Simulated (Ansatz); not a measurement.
Gd in Ansatz: the effect of Hubbard term

The system is Gd.

```
CELL_PARAMETERS angstrom
-2.02500 2.02500 2.02500
2.02500 -2.02500 2.02500
2.02500 2.02500 -2.02500
ATOMIC_POSITIONS crystal
Gd 0.00000 0.00000 0.00000
```

This isn't the form of Gd at room conditions, which is hcp.

Alike in all runs:

| Item | Value |
| --- | --- |
| Program | Ansatz 0.2.0 |
| Task | density of states |
| Functional | PBEsol |
| Potentials or basis | all-electron LAPW, scalar-relativistic |
| Cutoff | 163 eV (chosen from the basis error) |
| Basis error allowed | 0.001 eV/atom |
| k mesh | 9 × 9 × 9 |
| Occupations | fermi-dirac, width 0.05 eV |
| Spin | collinear spin, ferromagnetic start |
| Starting moments | [7.0] μB |

```tsv
Hubbard term	pressure (GPa)	moment (μB)
none	?	?
Gd f U = 2 eV	-2.2	7.78
Gd f U = 4 eV	-2.1	7.79
Gd f U = 6 eV	-1.9	7.81
Gd f U = 8 eV	-1.8	7.81
```

Question: What does the run with Hubbard term none give?

Answer: Pressure -2.3 GPa; moment 7.60 μB.

Worked out: A straight line through the other rows of the pressure, of slope 0.07 GPa per eV, extrapolates to -2.4 GPa, against the run's -2.3. A straight line through the other rows of the moment, of slope 0.0055 μB per eV, extrapolates to 7.77 μB, against the run's 7.60.

Caveats: an open f shell can end in a state above the lowest; spin-orbit coupling is left out, which moves the levels of the heavy elements; the magnetic state may not be the lowest (some runs); U is the effective U less J, on atomic orbitals that reach past the spheres (some runs).
